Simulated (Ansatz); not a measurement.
InP, DFT, PBE, PAW with Ansatz's default frozen-core files, scalar-relativistic (Ansatz 0.2.0), run on 1 thread of AMD EPYC 7R43 64-Core Processor (Zen 3) on a shared host.

The cell comes from COD entry 1538565, which wasn't checked; take it as a given geometry. The listed cell was then made from it by scaling, straining or moving an atom.

Command: `ansatz run input.yaml --threads 1 --pin off --max-ram 3072MiB --backend cpu --events-out ev --progress --plain --runs-dir out`

```yaml
crystal:
  lattice:
    - [0.0, 2.7967183404, 2.7967183404]
    - [2.7967183404, 0.0, 2.7967183404]
    - [2.7967183404, 2.7967183404, 0.0]
  atoms:
    - { symbol: In, position: [0.0, 0.0, 0.0] }
    - { symbol: P, position: [0.5, 0.5, 0.5] }
kpoints:
  mp_grid: { grid: [11, 11, 11] }
scf:
  occupations: { method: fermi_dirac, width: 0.03 }
hamiltonian:
  xc: pbe
  pseudopotentials: { kind: paw }
output:
  forces: true
  stress: true
  eigenvalues: true
  efg: { contact_densities: true }
```

Q: How large is the problem that the program sets up?

A: 56 irreducible k-points, 869 plane waves at Γ, 13 bands.

Q: Estimate the wall time and the peak memory.

A: 4.3 s of wall time for 7 SCF iterations, with a peak of 0.42 GiB. Times on shared machines scatter by tens of per cent.

Q: And the same cell and mesh by all-electron PAW (datasets made for this crystal), asked for forces, stress, eigenvalues, efg, on the same hardware?

A: 12 s, peak memory 0.49 GiB.
